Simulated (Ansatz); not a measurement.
## HfO2 under changes of volume

One of the cells (11.532 Å³/atom); the others are scaled copies at fixed shape and fractional positions:

```
Hf O
1.0
     5.11800    0.00000    0.00000
     0.00000    5.18570    0.00000
    -0.85866    0.00000    5.21387
Hf O
4 8
Direct
  0.27550 0.46030 0.70800
  0.72450 0.96030 0.79200
  0.72450 0.53970 0.29200
  0.27550 0.03970 0.20800
  0.07420 0.16840 0.84670
  0.92580 0.66840 0.65330
  0.92580 0.83160 0.15330
  0.07420 0.33160 0.34670
  0.44870 0.74190 0.98010
  0.55130 0.24190 0.51990
  0.55130 0.25810 0.01990
  0.44870 0.75810 0.48010
```

* Program: Ansatz 0.2.0
* Functional: PBE
* Potentials or basis: JTH PAW
* Cutoff: 1380 eV (not typed: the program's choice for these potentials)
* k mesh: 5 × 5 × 5
* Occupations: fermi-dirac, width 0.05 eV
* Spin: no spin polarisation

| volume (Å³/atom) | energy over the lowest point (meV/atom) | pressure (GPa) | gap on the mesh (eV) | largest force (eV/Å) |
| --- | --- | --- | --- | --- |
| 10.840 | 52.06 | 21.1 | 4.39 | 0.665 |
| 11.070 | ? | ? | ? | ? |
| 11.301 | 9.84 | 8.7 | 4.25 | 0.520 |
| 11.532 | 1.29 | 3.3 | 4.18 | 0.460 |
| 11.762 | 0.00 | -1.5 | 4.11 | 0.409 |
| 11.993 | 5.26 | -5.8 | 4.04 | 0.368 |
| 12.223 | 16.43 | -9.7 | 3.97 | 0.337 |

What does the run at 11.070 Å³/atom give?

Energy over the lowest point 26.47 meV/atom; pressure 14.6 GPa; gap on the mesh 4.32 eV; largest force 0.588 eV/Å.

Worked out: A Birch-Murnaghan fit of order 3 (a polynomial in V^(-2/3)) to the other rows has its minimum at 11.69 Å³/atom with B0 = V·E''(V) = 238 GPa and B' = 4.2 at fixed shape and positions, which overstates the stiffness. It gives 26.52 meV/atom at 11.070 Å³/atom, against the run's 26.47, and -dE/dV = 14.6 GPa, against 14.6. A straight line through the other rows of the gap, of slope -3.5 eV per unit of ln V, gives 4.32 eV, against the run's 4.32.

Energies are extrapolated to zero smearing.

Caveats: odd divisions of the mesh miss points on the zone boundary, where band edges often lie, so the gap on the mesh can be too wide; spin-orbit coupling is left out, which moves the levels of the heavy elements.

A mesh can miss the band edges.
